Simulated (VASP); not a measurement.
# AlN in VASP: one cell, several levels of theory, part 1 of 2

AlN (rocksalt), under +3.0 % strain along z alone is computed at one geometry. Runs: PBE, r2SCAN. This is a trial cell built on a prototype, not taken from a measured structure, and it needn't be the compound's ground state.

Program: VASP 6.6.1. PAW datasets, plane waves. Spin-unpolarised throughout. Whether this structure exists isn't addressed.

## 1. The structure to begin with

The cell comes from an earlier relaxation with r2SCAN in another program, then strained, with the atoms relaxed again.

Space group I4/mmm (No. 139), tetragonal; a = 2.855 Å, c = 4.159 Å in the conventional setting, 8.48 Å³ an atom. Al has 6 N at 2.02–2.08 Å; N has 6 Al at 2.02–2.08 Å.

Coordinates:

```cif
data_structure
_symmetry_space_group_name_H-M 'I4/mmm'
_symmetry_Int_Tables_number 139
_cell_length_a 2.8551
_cell_length_b 2.8551
_cell_length_c 4.1589
_cell_angle_alpha 90.000
_cell_angle_beta 90.000
_cell_angle_gamma 90.000
_cell_volume 33.90
loop_
_atom_site_label
_atom_site_type_symbol
_atom_site_symmetry_multiplicity
_atom_site_Wyckoff_symbol
_atom_site_fract_x
_atom_site_fract_y
_atom_site_fract_z
_atom_site_occupancy
Al1 Al 2 a 0.00000 0.00000 0.00000 1
N1 N 2 b 0.50000 0.50000 0.00000 1
```

## 2. Single point with PBE

The input, INCAR:

```
ENCUT = 520.000000
SIGMA = 0.020000
EDIFF = 1.00e-07
GGA = PE
PREC = Accurate
IBRION = -1
ISIF = 2
ISMEAR = -1
NBANDS = 11
NELM = 120
NSW = 0
LASPH = .TRUE.
LCHARG = .FALSE.
LWAVE = .FALSE.
LREAL = .FALSE.
```

The input, KPOINTS:

```
KPOINTS created by Atomic Simulation Environment
0
Gamma
10 10 10
0 0 0
```

The input, KPOINTS_OPT:

```
special points
7
Reciprocal
0.0000000000 0.0000000000 0.0000000000 1
0.5000000000 0.0000000000 0.5000000000 1
0.6250000000 0.2500000000 0.6250000000 1
0.3750000000 0.3750000000 0.7500000000 1
0.5000000000 0.5000000000 0.5000000000 1
0.5000000000 0.2500000000 0.7500000000 1
0.0000000000 0.5000000000 0.5000000000 1
```

The input, POSCAR:

```
Al N
 1.0000000000000000
     0.0000000000000000    2.0188684453999999    2.0794344988000000
     2.0188684453999999    0.0000000000000000    2.0794344988000000
     2.0188684453999999    2.0188684453999999    0.0000000000000000
 Al  N
   1   1
Cartesian
  0.0000000000000000  0.0000000000000000  0.0000000000000000
  2.0188684453999999  2.0188684453999999  2.0794344988000000
```

Potentials: the recommended PBE PAW datasets, 8 valence electrons in the neutral cell.

Launch:

```sh
$ mpirun -np 1 vasp_std
```

Printed to the terminal (iteration lines stand in OSZICAR):

```text
POSCAR found type information on POSCAR AlN
 POSCAR found :  2 types and       2 ions
 LDA part: xc-table for (Slater+PW92), standard interpolation
 POSCAR, INCAR and KPOINTS ok, starting setup
 FFT: planning ... GRIDC
 FFT: planning ... GRID_SOFT
 FFT: planning ... GRID
 WAVECAR not read
 entering main loop
 Start KPOINTS_OPT (optional k-point list driver)
k-point batch [1-7\7]
```

OSZICAR:

```text
N       E                     dE             d eps       ncg     rms          rms(c)
DAV:   1     0.977072056395E+01    0.97707E+01   -0.38090E+03  2316   0.609E+02
DAV:   2    -0.155465410321E+02   -0.25317E+02   -0.24206E+02  2714   0.136E+02
DAV:   3    -0.162654152514E+02   -0.71887E+00   -0.71778E+00  2725   0.215E+01
DAV:   4    -0.162684585800E+02   -0.30433E-02   -0.30431E-02  2526   0.148E+00
DAV:   5    -0.162684866442E+02   -0.28064E-04   -0.28064E-04  2674   0.135E-01    0.752E+00
DAV:   6    -0.145565225628E+02    0.17120E+01   -0.76305E+00  2487   0.145E+01    0.264E+00
DAV:   7    -0.145443527372E+02    0.12170E-01   -0.17141E-01  2505   0.306E+00    0.176E+00
DAV:   8    -0.145384505134E+02    0.59022E-02   -0.16627E-02  2379   0.112E+00    0.337E-01
DAV:   9    -0.145380612863E+02    0.38923E-03   -0.16407E-03  2598   0.240E-01    0.148E-01
DAV:  10    -0.145381219301E+02   -0.60644E-04   -0.14522E-04  2543   0.886E-02    0.393E-02
DAV:  11    -0.145381164435E+02    0.54865E-05   -0.18208E-05  2646   0.239E-02    0.746E-03
DAV:  12    -0.145381161505E+02    0.29309E-06   -0.57068E-07  2475   0.648E-03    0.129E-03
DAV:  13    -0.145381161051E+02    0.45342E-07   -0.13416E-08  1368   0.761E-04
   1 F= -.14538116E+02 E0= -.14538116E+02  d E =-.204332E-12
       N       E                     dE             ncg
DAV:   1     0.113980450780E+04   -0.19036E+04      154
DAV:   2     0.968189047694E+03   -0.17162E+03      195
DAV:   3     0.962620766343E+03   -0.55683E+01      198
DAV:   4     0.962587365943E+03   -0.33400E-01      192
DAV:   5     0.962587134927E+03   -0.23102E-03      203
DAV:   6     0.962587132668E+03   -0.22597E-05      195
DAV:   7     0.962587132635E+03   -0.32585E-07      209
```

The lines after F= are the extra pass for the points of KPOINTS_OPT, at fixed density; their E is not a total energy.

OUTCAR, selected sections:

```text
k-points           NKPTS =    102   k-points in BZ     NKDIM =    102   number of bands    NBANDS=     11

   NELECT =       8.0000    total number of electrons

   dimension x,y,z NGX =    24 NGY =   24 NGZ =   24
   dimension x,y,z NGXF=    48 NGYF=   48 NGZF=   48

  energy-cutoff  :      520.00
  volume of cell :       16.95
      direct lattice vectors                 reciprocal lattice vectors
     0.000000000  2.018868445  2.079434499    -0.247663488  0.247663488  0.240449988
     2.018868445  0.000000000  2.079434499     0.247663488 -0.247663488  0.240449988
     2.018868445  2.018868445  0.000000000     0.247663488  0.247663488 -0.240449988

 k-points in reciprocal lattice and weights: KPOINTS created by Atomic Simulation Env
   0.00000000  0.00000000  0.00000000       0.001
   0.10000000  0.00000000  0.00000000       0.008
   0.20000000  0.00000000  0.00000000       0.008
   0.30000000  0.00000000  0.00000000       0.008
   0.40000000  0.00000000  0.00000000       0.008
   0.50000000 -0.00000000  0.00000000       0.004
   0.10000000  0.10000000  0.00000000       0.002
   0.20000000  0.10000000  0.00000000       0.008
[... 94 more k-points ...]

 E-fermi :  10.2137

 k-point     1 :       0.0000    0.0000    0.0000
  band No.  band energies     occupation
      1      -7.6904      2.00000
      2       9.5640      2.00000
      3       9.5640      2.00000
      4       9.7689      2.00000
      5      14.9375      0.00000
      6      21.4698      0.00000
      7      21.8609      0.00000
      8      21.8609      0.00000
      9      26.7813      0.00000
     10      26.8056      0.00000
     11      27.2414      0.00000

 k-point     2 :       0.1000    0.0000    0.0000
  band No.  band energies     occupation
      1      -7.4902      2.00000
      2       8.6051      2.00000
      3       9.4624      2.00000
      4       9.5780      2.00000
      5      15.5829      0.00000
      6      20.8117      0.00000
      7      21.8697      0.00000
      8      22.1569      0.00000
      9      25.1866      0.00000
     10      25.9847      0.00000
     11      27.5497      0.00000

 k-point     3 :       0.2000    0.0000    0.0000
  band No.  band energies     occupation
      1      -6.9084      2.00000
      2       6.5003      2.00000
      3       9.2142      2.00000
      4       9.2512      2.00000
      5      16.2904      0.00000
      6      20.2431      0.00000
      7      21.8508      0.00000
      8      22.3955      0.00000
      9      24.8785      0.00000
     10      25.2306      0.00000
     11      26.8940      0.00000

 k-point     4 :       0.3000    0.0000    0.0000
  band No.  band energies     occupation
      1      -6.0189      2.00000
      2       4.2232      2.00000
      3       8.8962      2.00000
      4       8.9371      2.00000
      5      16.0968      0.00000
      6      20.9704      0.00000
      7      21.1461      0.00000
      8      21.6872      0.00000
      9      26.0159      0.00000
     10      26.5786      0.00000
     11      26.5913      0.00000

 k-point     5 :       0.4000    0.0000    0.0000
  band No.  band energies     occupation
      1      -5.0362      2.00000
      2       2.3184      2.00000
      3       8.6364      2.00000
      4       8.7323      2.00000
      5      15.7253      0.00000
      6      20.3852      0.00000
      7      21.0093      0.00000
      8      22.1338      0.00000
      9      25.5761      0.00000
     10      28.7189      0.00000
     11      28.7736      0.00000

 k-point     6 :       0.5000   -0.0000    0.0000
  band No.  band energies     occupation
      1      -4.5309      2.00000
      2       1.4928      2.00000
      3       8.5426      2.00000
      4       8.6580      2.00000
      5      15.5821      0.00000
      6      20.1571      0.00000
      7      20.7645      0.00000
      8      22.5380      0.00000
      9      25.4721      0.00000
     10      30.0183      0.00000
     11      30.0668      0.00000

 k-point     7 :       0.1000    0.1000    0.0000
  band No.  band energies     occupation
      1      -7.4353      2.00000
      2       8.7919      2.00000
      3       9.2404      2.00000
      4       9.2404      2.00000
      5      15.8733      0.00000
      6      20.1022      0.00000
      7      22.4391      0.00000
      8      22.4391      0.00000
      9      23.2927      0.00000
     10      28.0159      0.00000
     11      28.8617      0.00000

 k-point     8 :       0.2000    0.1000    0.0000
  band No.  band energies     occupation
      1      -6.9925      2.00000
      2       7.1876      2.00000
      3       8.9125      2.00000
      4       9.0282      2.00000
      5      16.7355      0.00000
      6      19.3686      0.00000
      7      21.4047      0.00000
      8      22.9367      0.00000
      9      23.4917      0.00000
     10      27.1275      0.00000
     11      28.5734      0.00000

 k-point     9 :       0.3000    0.1000    0.0000
  band No.  band energies     occupation
      1      -6.2122      2.00000
      2       5.0614      2.00000
      3       8.5996      2.00000
      4       8.6185      2.00000
      5      16.8767      0.00000
      6      20.0343      0.00000
      7      20.1339      0.00000
      8      22.6324      0.00000
      9      24.9409      0.00000
     10      27.6757      0.00000
     11      27.8333      0.00000

 k-point    10 :       0.4000    0.1000    0.0000
  band No.  band energies     occupation
      1      -5.2424      2.00000
      2       3.0561      2.00000
      3       8.1299      2.00000
      4       8.4556      2.00000
      5      16.5517      0.00000
      6      19.3879      0.00000
      7      21.4868      0.00000
      8      21.8416      0.00000
      9      26.4643      0.00000
     10      27.5511      0.00000
     11      29.3924      0.00000

 k-point    11 :       0.5000    0.1000    0.0000
  band No.  band energies     occupation
      1      -4.4955      2.00000
      2       1.7934      2.00000
      3       7.7940      2.00000
      4       8.4659      2.00000
      5      16.3671      0.00000
      6      19.1937      0.00000
      7      21.2677      0.00000
      8      22.4012      0.00000
      9      26.6910      0.00000
     10      28.8393      0.00000
     11      30.3024      0.00000

[... the tables of k-points 12 to 102 left out ...]

  Total        0.1187260      0.1187260     -0.6141747      0.0000000      0.0000000     -0.0000000
  in kB       11.2218638     11.2218638    -58.0512069      0.0000000      0.0000000     -0.0000000
  external PRESSURE =     -11.8691597 kB  Pullay stress =       0.0000000 kB

 POSITION                                       TOTAL-FORCE (eV/Angst)
 -----------------------------------------------------------------------------------
      0.00000      0.00000      0.00000        -0.000000     -0.000000     -0.000000
      2.01887      2.01887      2.07943         0.000000      0.000000      0.000000
 -----------------------------------------------------------------------------------
    total drift:                               -0.000000     -0.000000      0.000000

  FREE ENERGIE OF THE ION-ELECTRON SYSTEM (eV)
  ---------------------------------------------------
  free  energy   TOTEN  =       -14.5381161051 eV

  energy  without entropy=      -14.5381161051  energy(sigma->0) =      -14.53811611
```

It took 12 s on 1 MPI rank of Intel Xeon Platinum 8488C, shared host; peak memory 0.14 GiB.

The levels at the points of KPOINTS_OPT are read from vasprun.xml.

Levels at the named points, in eV from the top of band v (v: the last filled band by count, c: the next):

```csv
point,v−1,v,c,c+1
Γ,-0.20,0.00,5.17,11.70
X,-3.12,-2.74,4.15,5.13
U,-5.47,-2.43,5.47,8.86
K,-5.50,-2.24,5.77,9.17
L,-1.23,-1.11,5.81,10.39
W,-5.62,-4.07,7.78,10.38
```

PBE gives an indirect gap of 4.15 eV, from Γ to X; the least direct gap is 5.17 eV. The pressure is -1.19 GPa; the forces vanish within 0.01 eV/Å.

(Continued in part 2 of 2.)
